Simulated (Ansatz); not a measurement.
Consider ZnTe in the zinc blende structure (space group F-43m, No. 216; a = 6.179 Å).

Structures relaxed with Ansatz (a first-principles code), PBE, PAW, cutoff 420 eV, no spin-orbit coupling, earlier PAW set.

Base:

Simulated powder pattern, Cu Kα1, λ = 1.54056 Å (kinematic, ideal powder, no thermal factors, no anomalous dispersion; the 10 strongest lines at most, above 2 %, up to 2θ = 90°):

```json
[
 {"2θ (°)": "24.94", "I/Imax (%)": "100", "hkl": "(111)"},
 {"2θ (°)": "28.87", "I/Imax (%)": "6.7", "hkl": "(200)"},
 {"2θ (°)": "41.29", "I/Imax (%)": "72", "hkl": "(220)"},
 {"2θ (°)": "48.84", "I/Imax (%)": "47", "hkl": "(311)"},
 {"2θ (°)": "59.82", "I/Imax (%)": "12", "hkl": "(400)"},
 {"2θ (°)": "65.83", "I/Imax (%)": "19", "hkl": "(331)"},
 {"2θ (°)": "67.76", "I/Imax (%)": "2.5", "hkl": "(420)"},
 {"2θ (°)": "75.28", "I/Imax (%)": "24", "hkl": "(422)"},
 {"2θ (°)": "80.74", "I/Imax (%)": "14", "hkl": "(511)"},
 {"2θ (°)": "89.69", "I/Imax (%)": "7.7", "hkl": "(440)"}
]
```

Perturbation: a hydrostatic pressure of 50 GPa.

Q: Predict the new powder pattern.

A: 
Simulated powder pattern, Cu Kα1, λ = 1.54056 Å (kinematic, ideal powder, no thermal factors, no anomalous dispersion; the 10 strongest lines at most, above 2 %, up to 2θ = 90°):

```tsv
2θ (°)	d (Å)	I/Imax (%)	hkl
28.84	3.093	100	(111)
33.42	2.679	6.6	(200)
47.99	1.894	67	(220)
56.96	1.615	43	(311)
70.21	1.339	10	(400)
77.61	1.229	17	(331)
80.03	1.198	2.4	(420)
89.55	1.094	22	(422)
```

The indices refer to the base's conventional cell; one index is shown for lines that coincide.

Load acts through the strain it causes; cell and atoms are relaxed under it. No phonon test of stability was made. Measured, ZnTe leaves this structure (for cinnabar) near 9.5 GPa (temperature not stated; as listed in Datta, Sujoy, Jana, Debnarayan, arXiv (2020)), on rising pressure, with hysteresis.
